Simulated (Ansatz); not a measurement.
# SnSe: what a guessed cell relaxes into, part 2 of 2

Aim: relax a trial structure of SnSe and see where it ends.

Ansatz 0.2.0; DFT PBE, scalar-relativistic, plane waves, PAW.

### Step 4. Full relaxation

The end of the coarse run is made exact in the group found at a tolerance of 0.06 Å and reduced to its primitive cell.

Contents of input.yaml:

```yaml
crystal:
  lattice:
    - [0.0, 3.388807788, 3.388807788]
    - [3.388807788, 0.0, 3.388807788]
    - [3.388807788, 3.388807788, 0.0]
  atoms:
    - { symbol: Sn, position: [0.0, 0.0, 0.0] }
    - { symbol: Se, position: [0.25, 0.25, 0.25] }
basis:
  ecutwfc: 420
kpoints:
  mp_grid: { grid: [10, 10, 10] }
hamiltonian:
  xc: pbe
scf:
  occupations: { method: gaussian, width: 0.01 }
output:
  forces: true
  stress: true
  eigenvalues: true
relax:
  adjacent_minimum: "off"
  f_tol: 0.01
  max_steps: 80
  cell: { stress_tol: 0.05 }
```

Started as:

```sh
> ansatz run input.yaml --threads 1 --pin off --max-ram 2560MiB --backend cpu --events-out ev --progress --plain --runs-dir out
```

What it wrote, shortened:

```text
Warning: RAYON_NUM_THREADS=1 ignored (pool sized by the plan → 1); use --threads N
[...]
Pseudopotentials: kind: paw
Pseudopotential: Sn, paw, valence charge 14, recommended cutoff 420 eV (normal), Sn.paw.azcp
Pseudopotential: Se, paw, valence charge 16, recommended cutoff 420 eV (normal), Se.paw.azcp
Functional definition: PBE
[...]
Crystal: 2 atoms, lattice volume = 77.834 Å³
Basis set: ecut = 420 eV, 1471 PW (Γ), exchange–correlation on 72×72×72 points (8 copies of the dense FFT grid, shifted against one another)
Bands: 19, of which v1, the nominal top of the filled ones, is band 15 counted from 1 (14 counted from 0)
Symmetry: 24 space group operations
Space group: F-43m (ITA 216), of the structure as read, at distance tolerance 4.3e-5 Å
k-points: 47 of 1000 (time reversal used)
[...]
  atom   2  Se     0.00000000    -0.00000000     0.00000000
[...]
--- Stress (GPa, compression-positive) ---
        0.037193      -0.000000      -0.000000
       -0.000000       0.037193       0.000000
       -0.000000       0.000000       0.037193
  P = ⅓ Tr σ = 0.0372 GPa (0.372 kbar)
--- Band table (eV; the first three rows and the last of 47) ---
  k-point 0: bands = ["-42.2399", "-42.2399", "-42.2399", "-42.2388", "-42.2388", "-16.5160", "-16.5160", "-16.5160", "-16.5052", "-16.5052", "-7.8897", "-0.1049", "3.0347", "3.0347", "3.0347", "6.7431", "6.7431", "6.7431", "10.0643"]
[...]
--- Relaxed structure (1 steps of the walk, 1 accepted, 1 SCFs on fresh bases) ---
  F+E_penalty+E_count = -11493.69663837 eV   max|allowed force component| = 4.441e-16 eV/Å   (the final SCF, on the basis selected at the relaxed cell)
  cell:  # Å, volume = 77.8343 Å³
    - [0.0, 3.388807788, 3.388807788]
    - [3.388807788, 0.0, 3.388807788]
    - [3.388807788, 3.388807788, 0.0]
  atoms:
    - { symbol: Sn, position: [0.0, 0.0, 0.0] }
    - { symbol: Se, position: [0.24999999999999997, 0.24999999999999997, 0.24999999999999997] }
```

It took 9.4 s on 1 thread of Intel Xeon 6975P-C (Granite Rapids), shared host; peak memory 0.47 GiB.

The steps of the relaxation:

```csv
step,E - E(step 1) (eV/cell),largest force component (eV/Å),pressure (GPa),volume (Å³)
1,0.0000,0.0000,0.04,77.83
2,0.0000,0.0000,0.04,77.83
```

Step 1 is the start. Step 2 repeats the geometry before it on a plane-wave basis chosen anew for that cell, so its energy need not be comparable with the rows above.

Lengths and angles in the start's conventional setting:

|  | before | after | change |
| --- | --- | --- | --- |
| a (Å) | 6.778 | 6.778 | 0.0 % |
| b (Å) | 6.778 | 6.778 | 0.0 % |
| c (Å) | 6.778 | 6.778 | 0.0 % |
| volume (Å³/atom) | 38.92 | 38.92 | 0.0 % |
| shortest distance (Å) | 2.935 | 2.935 | 0.0 % |
| space group (0.01 Å) | F-43m | F-43m | same |

The run keeps the 24 symmetry operations of the start, so it could not have lowered the symmetry.

### Step 5. Variant: lower_state_search off

input.yaml: that of step 4 with these lines changed.

```diff
@@ -16,6 +16,7 @@
   occupations: { method: gaussian, width: 0.01 }
+  lower_state_search: "off"
 output:
   forces: true
+  eigenvalues: true
   stress: true
-  eigenvalues: true
 relax:
```

Started as:

```sh
> ansatz run input.yaml --threads 1 --pin off --max-ram 2560MiB --backend cpu --events-out ev --progress --plain --runs-dir out
```

What it wrote, shortened:

```text
Warning: RAYON_NUM_THREADS=1 ignored (pool sized by the plan → 1); use --threads N
[...]
[... 4 set-up lines as earlier in the session ...]
[...]
Crystal: 2 atoms, lattice volume = 77.834 Å³
Basis set: ecut = 420 eV, 1471 PW (Γ), exchange–correlation on 72×72×72 points (8 copies of the dense FFT grid, shifted against one another)
Bands: 19, of which v1, the nominal top of the filled ones, is band 15 counted from 1 (14 counted from 0)
[... 2 set-up lines as earlier in the session ...]
k-points: 47 of 1000 (time reversal used)
[...]
  atom   2  Se     0.00000000    -0.00000000     0.00000000
[...]
--- Stress (GPa, compression-positive) ---
        0.037193      -0.000000      -0.000000
       -0.000000       0.037193       0.000000
       -0.000000       0.000000       0.037193
  P = ⅓ Tr σ = 0.0372 GPa (0.372 kbar)
--- Band table (eV; the first three rows and the last of 47) ---
  k-point 0: bands = ["-42.2399", "-42.2399", "-42.2399", "-42.2388", "-42.2388", "-16.5160", "-16.5160", "-16.5160", "-16.5052", "-16.5052", "-7.8897", "-0.1049", "3.0347", "3.0347", "3.0347", "6.7431", "6.7431", "6.7431", "10.0643"]
[...]
--- Relaxed structure (1 steps of the walk, 1 accepted, 1 SCFs on fresh bases) ---
  F+E_penalty+E_count = -11493.69663837 eV   max|allowed force component| = 4.441e-16 eV/Å   (the final SCF, on the basis selected at the relaxed cell)
  cell:  # Å, volume = 77.8343 Å³
    - [0.0, 3.388807788, 3.388807788]
    - [3.388807788, 0.0, 3.388807788]
    - [3.388807788, 3.388807788, 0.0]
  atoms:
    - { symbol: Sn, position: [0.0, 0.0, 0.0] }
    - { symbol: Se, position: [0.24999999999999997, 0.24999999999999997, 0.24999999999999997] }
```

It took 9.1 s on 1 thread of Intel Xeon 6975P-C (Granite Rapids), shared host; peak memory 0.47 GiB.

```tsv
run	ending	energy change	pressure (GPa)	gap (eV)	force (eV/Å)	cycles	time
step 4	converged	0	0.0	0.11	0.00	-	9.4 s
variant	converged	0.0 meV/atom	0.0	0.11	0.00	-	9.1 s
```

The changed input (search for lower states) leaves the energy the same to the digits printed.

### Step 6. Outcome

What follows sums up all 2 parts. Changes of volume or cell count from the first structure of part 1.

```
                              quantity                                                                      value
symmetry at the end (tolerance 0.02 Å)                                                space group F-43m (No. 216)
                     conventional cell  a = 6.778 Å, b = 6.778 Å, c = 6.778 Å, α = 90.00°, β = 90.00°, γ = 90.00°
                                volume                                                              38.92 Å³/atom
     energy over the elements, grey Sn                                                              -0.20 eV/atom
                       gap on the mesh                                                                    0.11 eV
```

**Reading.** The space group F-43m (No. 216) is kept, and the volume per atom grows by 22.9 % from the first guess. A negative formation energy is needed for stability but isn't enough; other structures and compounds were not set against it here. No finished test with a distortion of lower symmetry is shown, so the end may be a saddle point.

Spin-orbit coupling is left out, though the cell holds Sn; it can move the gap.
